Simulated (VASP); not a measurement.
LiH:

```
Li H
1.0
     0.00000    2.00862    2.00862
     2.00862    0.00000    2.00862
     2.00862    2.00862    0.00000
Li H
1 1
Direct
  0.00000 0.00000 0.00000
  0.50000 0.50000 0.50000
```

The cell is a database's computed one.

```yaml
Program: VASP 6.6.1
Task: relaxation of cell and atoms
Functional: LDA
Potentials_or_basis: VASP PAW LDA potentials, release 64 (Li_sv, H)
Cutoff: 600 eV
k_mesh: 10 × 10 × 10
Occupations: gaussian, width 0.02 eV
Spin: no spin polarisation
```

At the start: pressure -3.1 GPa; volume 8.10 Å³/atom.

**Question.** How do energy, volume and symmetry change on relaxing?

**Answer.** Over 4 steps the energy falls by 7.0 meV/atom and the volume is 7.41 Å³/atom (-8.5 %); space group Fm-3m (No. 225, to 0.05 Å).

Step by step:
| step | energy change (eV) | largest force (eV/Å) | pressure (GPa) | volume (Å³) |
| --- | --- | --- | --- | --- |
| 1 | 0.0000 | 0.0000 | -3.08 | 16.21 |
| 2 | -0.0062 | 0.0000 | -2.39 | 15.84 |
| 3 | -0.0136 | 0.0000 | -0.62 | 15.07 |
| 4 | -0.0141 | 0.0000 | 0.04 | 14.82 |

Final structure:
```yaml
crystal:
  lattice:
    - [0.00000, 1.94978, 1.94978]
    - [1.94978, 0.00000, 1.94978]
    - [1.94978, 1.94978, 0.00000]
  atoms:
    - { symbol: Li, position: [0.00000, 0.00000, 0.00000] }
    - { symbol: H, position: [0.50000, 0.50000, 0.50000] }
```

Caveat: the cutoff is under 1.25 times the usual one of these potentials, so pressure, stress and relaxed cells hold a basis-set (Pulay) error.
